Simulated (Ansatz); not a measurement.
The system is CdSe.

```
Cd Se
1.0
     0.00000    3.07027    3.07027
     3.07027    0.00000    3.07027
     3.07027    3.07027    0.00000
Cd Se
1 1
Direct
  0.00000 0.00000 0.00000
  0.25000 0.25000 0.25000
```

Measurements of this composition are mostly on another form, of space group No. 186.

| Property | Result |
| --- | --- |
| Program | Ansatz 0.2.0 |
| Task | relaxation of cell and atoms |
| Functional | revPBE |
| Dispersion | D3(BJ) |
| Potentials or basis | all-electron LAPW, scalar-relativistic |
| Basis error allowed | 0.001 eV/atom |
| k mesh | 8 × 8 × 8 |
| Occupations | fermi-dirac, width 0.05 eV |
| Spin | no spin polarisation |

At the start: volume 28.94 Å³/atom.

Problem. How do energy, volume and symmetry change on relaxing?

Solution. Over 4 steps the energy falls by 2.8 meV/atom and the volume is 28.23 Å³/atom (-2.5 %); space group F-43m (No. 216, to 0.05 Å).

Step by step:
| step | energy change (eV) | largest force (eV/Å) | volume (Å³) |
| --- | --- | --- | --- |
| 1 | 0.0000 | 0.0000 | 57.88 |
| 2 | -0.0051 | 0.0000 | 56.03 |
| 3 | -0.0056 | 0.0000 | 56.46 |
| 4 | -0.0056 | 0.0000 | 56.46 |

Final structure:
```yaml
crystal:
  lattice:
    - [0.00000, 3.04485, 3.04485]
    - [3.04485, 0.00000, 3.04485]
    - [3.04485, 3.04485, 0.00000]
  atoms:
    - { symbol: Cd, position: [0.00000, 0.00000, 0.00000] }
    - { symbol: Se, position: [0.25000, 0.25000, 0.25000] }
```
